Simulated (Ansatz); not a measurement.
# C: the cost of one run

Method: DFT LDA, scalar-relativistic, plane waves, PAW, in Ansatz 0.2.0.

## (1) The system as given

Symmetry: P-3m1, No. 164, trigonal system. Conventional cell: a = 2.445 Å, b = 2.445 Å, c = 24.108 Å, α = 90.00°, β = 90.00°, γ = 120.00°. C (site symmetry 3m) has 3 C at 1.41 Å as nearest neighbours.

Coordinates:

```
CELL_PARAMETERS angstrom
2.44460 0.00000 0.00000
-1.22230 2.11709 0.00000
0.00000 0.00000 24.10784
ATOMIC_POSITIONS crystal
C 0.00000 0.00000 0.56878
C 0.00000 0.00000 0.43122
C 0.33333 0.66667 0.43120
C 0.66667 0.33333 0.56880
```

It goes back to an entry of the Materials Project, which need not be the stable form.

This cell was relaxed beforehand with the same method: volume 31.19 Å³/atom, gap on the mesh none (metal).

## (2) The scan

The energy is mapped over a normal mode and a strain (zone-centre modes of the cell shown) (x along [1 0 0], y along [1 2 0], z along [0 0 1] of the conventional cell).

- amplitude of mode 4 (28 cm⁻¹), largest displacement in the unstrained cell: 7 values from −0.423 to 0.423 Å
- normal strain along x: 7 values from −7.00 to 7.00 %

Nothing else is relaxed (the pattern is fixed in fractional coordinates). Energies count from the relaxed high-symmetry cell. Points are written as (first, second).

The modes come from a phonon run on the reference cell, made beforehand.

The patterns, per unit of each coordinate (Å):

```tsv
atom	x1	y1	z1
C1	1.000	0.000	0.000
C2	-1.000	0.000	0.000
C3	-1.000	0.000	0.000
C4	1.000	0.000	0.000
```

## (3) Point (−0.423 Å, −7.00 %)

input.yaml

```yaml
crystal:
  lattice:
    - [2.2734803463, 0.0, 0.0]
    - [-1.1367401731, 2.117087887, 0.0]
    - [0.0, 0.0, 24.107837987]
  atoms:
    - { symbol: C, position: [-0.1730266289, 0.0, 0.568775144] }
    - { symbol: C, position: [0.1730266289, 0.0, 0.431224856] }
    - { symbol: C, position: [0.506367598, 0.6666666667, 0.43120022] }
    - { symbol: C, position: [0.493632402, 0.3333333333, 0.56879978] }
basis:
  ecutwfc: 520.0
kpoints:
  mp_grid: { grid: [18, 18, 2] }
hamiltonian:
  xc: lda
  pseudopotentials: { kind: paw, azcp: { folder: soft_1 } }
scf:
  occupations: { method: gaussian, width: 0.15 }
output:
  forces: true
  stress: true
  eigenvalues: true
```

Command:

```
ansatz run input.yaml --threads 2 --pin off --max-ram 4096MiB --backend cpu --events-out ev --progress --plain --runs-dir out
```

**Question.** How long does this run take on 2 threads of Arm Neoverse N1, shared host, and how much memory does it need?

About 39 s, with a peak of 0.75 GiB.
